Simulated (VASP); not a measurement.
# Ag in VASP: a series of runs, part 2 of 2

VASP 6.6.1.

### 4 Single point, RPBE, collinear spin, ferromagnetic start

Input file INCAR:

```
SYSTEM = Ag
PREC = Accurate
ENCUT = 400
EDIFF = 1E-7
ISMEAR = 0
SIGMA = 0.01
LREAL = .False.
LASPH = .True.
NELM = 60
ALGO = Fast
ISIF = 2
LWAVE = .False.
LCHARG = .False.
ISPIN = 2
MAGMOM = 0.5
LORBIT = 11
NUPDOWN = 1
LMAXMIX = 4
GGA = RP
NBANDS = 16
ISYM = 0
```

Input file KPOINTS:

```
Automatic mesh
0
Gamma
  1 1 1
  0 0 0
```

Input file POSCAR:

```
Ag                                      
1.0
   10.5000000000      0.0000000000      0.0000000000
    0.0000000000     11.0000000000      0.0000000000
    0.0000000000      0.0000000000     11.5000000000
  Ag            
     1
Selective dynamics
Direct
     0.5000000000000000    0.5045454544999970    0.5000000000000000   F   F   F
```

Potentials or basis: VASP PAW PBE potentials, release 64 (Ag).

Run with:

```bash
> cat potpaw_PBE.64/Ag/POTCAR > POTCAR
> mpirun -np 4 vasp_gam > vasp.out
```

OUTCAR:

```text
SYSTEM = Ag
   PREC = Accurate
   ENCUT = 400
   EDIFF = 1E-7
   ISMEAR = 0
   LREAL = .False.
   LASPH = .True.
   NELM = 60
   ISIF = 2
   ISPIN = 2
   LORBIT = 11
   NUPDOWN = 1
   GGA = RP
   ISYM = 0

 ion  position               nearest neighbor table
   1  0.500  0.505  0.500-

IMPORTANT INFORMATION: All symmetrisations will be switched off!
NOSYMM: (Re-)initialisation of all symmetry stuff for point group C_1.

----------------------------------------------------------------------------------------

                                     Primitive cell

  volume of cell :    1328.2500

  direct lattice vectors                    reciprocal lattice vectors
    10.500000000  0.000000000  0.000000000     0.095238095  0.000000000  0.000000000
     0.000000000 11.000000000  0.000000000     0.000000000  0.090909091  0.000000000
     0.000000000  0.000000000 11.500000000     0.000000000  0.000000000  0.086956522

  length of vectors
    10.500000000 11.000000000 11.500000000     0.095238095  0.090909091  0.086956522

  position of ions in fractional coordinates (direct lattice)
     0.500000000  0.504545454  0.500000000

  ion indices of the primitive-cell ions
   primitive index   ion index
                 1           1

----------------------------------------------------------------------------------------

 KPOINTS: Automatic mesh

Automatic generation of k-mesh.
 Grid dimensions read from file:
 generate k-points for:    1    1    1

 Generating k-lattice:

  Cartesian coordinates                     Fractional coordinates (reciprocal lattice)
     0.095238095  0.000000000  0.000000000     1.000000000  0.000000000  0.000000000
     0.000000000  0.090909091  0.000000000     0.000000000  1.000000000  0.000000000
     0.000000000  0.000000000  0.086956522     0.000000000  0.000000000  1.000000000

  Length of vectors
     0.095238095  0.090909091  0.086956522

  Shift w.r.t. Gamma in fractional coordinates (k-lattice)
[... 59 lines left out ...]
 spin polarized calculation
 RMM-DIIS sequential band-by-band and
 Gauss-broadening in eV      SIGMA  =   0.01
  energy-cutoff  :      400.00
  volume of cell :     1328.25
 maximum number of plane-waves:     12033
 NGX is ok and might be reduce to    70
   NGX = 35   NGY = 35   NGZ = 37

 number of electron      10.9999998 magnetization       1.0000015

 Free energy of the ion-electron system (eV)
  ---------------------------------------------------
  ext. energy  EPLUGINS =         0.00000000
  ---------------------------------------------------
  free energy    TOTEN  =        -0.19236561 eV

  energy without entropy =       -0.19236561  energy(sigma->0) =       -0.19236561

 E-fermi :  -7.0112     XC(G=0):  -0.7095

 val. band max:       -4.4649147472   @ k =   0.0000   0.0000   0.0000
 cond. band min:      -3.7349892942   @ k =   0.0000   0.0000   0.0000
 fundamental gap:      0.7299254530
 Fermi energy:        -4.3908001409

 spin component 1

 k-point     1 :       0.0000    0.0000    0.0000
  band No.  band energies     occupation
      1      -7.2707      1.00000
      2      -7.2707      1.00000
      3      -7.2707      1.00000
      4      -7.2707      1.00000
      5      -7.2707      1.00000
      6      -4.4649      1.00000
[... 8 lines left out ...]
     15       1.4196      0.00000
     16       2.0256      0.00000
 Fermi energy:        -7.0112082034

 spin component 2

 k-point     1 :       0.0000    0.0000    0.0000
  band No.  band energies     occupation
      1      -7.0613      1.00000
      2      -7.0613      1.00000
      3      -7.0613      1.00000
      4      -7.0613      1.00000
      5      -7.0613      1.00000
      6      -3.7350      0.00000
[... 8 lines left out ...]
     15       1.7291      0.00000
     16       1.7925      0.00000

------------------------ aborting loop because EDIFF is reached ----------------------------------------

  FORCE on cell =-STRESS in cart. coord.  units (eV):
  Direction    XX          YY          ZZ          XY          YZ          ZX
  --------------------------------------------------------------------------------------
  -------------------------------------------------------------------------------------
  Total       -0.0705426     -0.0666082     -0.0635220     -0.0000003      0.0000002      0.0000003
  in kB       -0.0850907     -0.0803449     -0.0766222     -0.0000003      0.0000003      0.0000004
  external PRESSURE =      -0.0806860 kB  Pullay stress =       0.0000000 kB

 VOLUME and BASIS-vectors are now :
 -----------------------------------------------------------------------------
  energy-cutoff  :      400.00
  volume of cell :     1328.25
      direct lattice vectors                 reciprocal lattice vectors
    10.500000000  0.000000000  0.000000000     0.095238095  0.000000000  0.000000000
     0.000000000 11.000000000  0.000000000     0.000000000  0.090909091  0.000000000
     0.000000000  0.000000000 11.500000000     0.000000000  0.000000000  0.086956522

 POSITION                                       TOTAL-FORCE (eV/Angst)
 -----------------------------------------------------------------------------------
      5.25000      5.55000      5.75000        -0.000000     -0.000627     -0.000001
 -----------------------------------------------------------------------------------
    total drift:                               -0.000000     -0.000627     -0.000001

  FREE ENERGIE OF THE ION-ELECTRON SYSTEM (eV)
  ---------------------------------------------------
  free  energy   TOTEN  =        -0.1923656125 eV

  energy  without entropy=       -0.1923656125  energy(sigma->0) =       -0.19236561

 total charge

# of ion       s       p       d       tot
------------------------------------------
    1        0.367   0.000   9.342   9.710

 magnetization (x)

# of ion       s       p       d       tot
------------------------------------------
    1        0.367   0.000  -0.022   0.346
```

OSZICAR:

```text
N       E                     dE             d eps       ncg     rms          rms(c)
DAV:   1     0.789576093102E+02    0.78958E+02   -0.15188E+03    64   0.276E+02
DAV:   2     0.104583697796E+02   -0.68499E+02   -0.62351E+02   112   0.460E+01
[... 19 lines left out ...]
RMM:  22    -0.192361941407E+00   -0.22420E-05   -0.28803E-07    85   0.160E-03    0.570E-04
RMM:  23    -0.192363291312E+00   -0.13499E-05   -0.12262E-07    80   0.870E-04    0.418E-04
RMM:  24    -0.192365137008E+00   -0.18457E-05   -0.77269E-08    83   0.913E-04    0.326E-04
RMM:  25    -0.192365384437E+00   -0.24743E-06   -0.23979E-08    80   0.607E-04    0.148E-04
RMM:  26    -0.192365581380E+00   -0.19694E-06   -0.13652E-08    72   0.404E-04    0.727E-05
RMM:  27    -0.192365612499E+00   -0.31119E-07   -0.88449E-09    74   0.336E-04
   1 F= -.19236561E+00 E0= -.19236561E+00  d E =-.182818E-12  mag=     1.0000
```

stdout:

```text
POSCAR found type information on POSCAR Ag
 POSCAR found :  1 types and       1 ions
 scaLAPACK will be used
 -----------------------------------------------------------------------------
|                                                                             |
|                                                                             |
|     You enforced a specific xc type in the INCAR file but a different       |
|     I HOPE YOU KNOW WHAT YOU ARE DOING!                                     |
|                                                                             |
 -----------------------------------------------------------------------------

 LDA part: xc-table for (Slater+PW92), standard interpolation
 POSCAR, INCAR and KPOINTS ok, starting setup
 FFT: planning ... GRIDC
 FFT: planning ... GRID_SOFT
 FFT: planning ... GRID
 WAVECAR not read
 entering main loop
```

Run time: 40 s. Hardware: 4 MPI ranks of Intel Xeon 6975P-C (Granite Rapids), shared host; peak memory 0.42 GiB.

What came out:

```
Free energy                                           : -0.1924 eV
Net moment                                            : 1.00 μB per cell
Site moments                                          : Ag +0.35 μB
Valence electrons inside the program's atomic spheres : Ag 9.71
```

Caveat: the PAW data sets were made with another functional, which shifts forces and pressure a little; the total moment is fixed, so each spin has its own Fermi level.

### 5 The runs side by side

| task | level | cell | atoms held fixed (from 0) | moment (μB) |
| --- | --- | --- | --- | --- |
| relaxation of the atoms | PBE+D3(BJ) | atoms relaxed | [0] | 1.00 |
| single point | PBE | as given | - | 1.00 |
| single point | RPBE | as given | - | 1.00 |

Alike in all rows: potentials or basis VASP PAW PBE potentials, release 64 (Ag); spin collinear, ferromagnetic start; fixed moment (μB) 1; k mesh 1 × 1 × 1; cutoff (eV) 400; smearing gaussian 0.01 eV.

Caveats: the total moment is fixed, so each spin has its own Fermi level; the relaxation stopped at its first step, so nothing moved (some runs); the PAW data sets were made with another functional, which shifts forces and pressure a little (some runs).

Total energies depend on the potentials used, so only differences within one code and one set of settings carry meaning.
